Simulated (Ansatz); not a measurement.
Crystal: Cs2AgBiBr6.

```
Bi Cs Ag Br
1.0
     0.00000    5.61610    5.61610
     5.61610    0.00000    5.61610
     5.61610    5.61610    0.00000
Bi Cs Ag Br
1 2 1 6
Direct
  0.00000 0.00000 0.00000
  0.75000 0.75000 0.75000
  0.25000 0.25000 0.25000
  0.50000 0.50000 0.50000
  0.74945 0.74945 0.25055
  0.25055 0.25055 0.74945
  0.74945 0.25055 0.25055
  0.74945 0.25055 0.74945
  0.25055 0.74945 0.74945
  0.25055 0.74945 0.25055
```

Base run:

```yaml
Program: Ansatz 0.2.0
Functional: LDA
Potentials_or_basis: Ansatz PAW
Cutoff: "420 eV (not typed: the program's choice for these potentials)"
k_mesh: 4 × 4 × 4
Occupations: fermi-dirac, width 0.05 eV
Spin: no spin polarisation
```

Its results: band gap on the k mesh 1.10 eV, indirect (least direct gap 2.33 eV); pressure -1.5 GPa; largest force 0.329 eV/Å.

The run is repeated on the same cell with these changes: hubbard terms from none to Ag d U = 3 eV; hubbard projectors from none to ortho-atomic (the default). What comes out?

Band gap on the k mesh 1.33 eV, indirect (least direct gap 2.49 eV); pressure -1.3 GPa; largest force 0.248 eV/Å.

The U term pushes filled and empty states of the shell apart.

Caveats: spin-orbit coupling is left out, which as a rule narrows the gap of such compounds by several tenths of an eV; the PAW data sets come from PBE, with cores solved anew for the run's functional, which leaves a small shift of forces and pressure.
